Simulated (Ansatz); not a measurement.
**KF (Fm-3m) at 3 levels of theory**

One geometry, relaxed with PBE; plane waves with PAW potentials in Ansatz, scalar-relativistic. No spin polarisation. Gaps are the least over mesh and band path; pressure is positive in compression, and isn't given for hybrids.

Space group Fm-3m (No. 225). a = 5.420 Å, b = 5.420 Å, c = 5.420 Å, α = 90.00°, β = 90.00°, γ = 90.00°
```
atom  site  symmetry       x       y       z
   K    4a      m-3m  0.0000  0.0000  0.0000
   F    4b      m-3m  0.5000  0.0000  0.0000
```

```
 level  cutoff (eV)  k mesh  gap (eV)  pressure (GPa)
   PBE          420   8×8×8      5.96             0.0
PBEsol          420   8×8×8      5.84            -1.8
 HSE06          420   6×6×6      7.94               -
```

The cell was reached from a generator's guess, though it ends in a space group that the part of the Crystallography Open Database at hand lists for this formula.
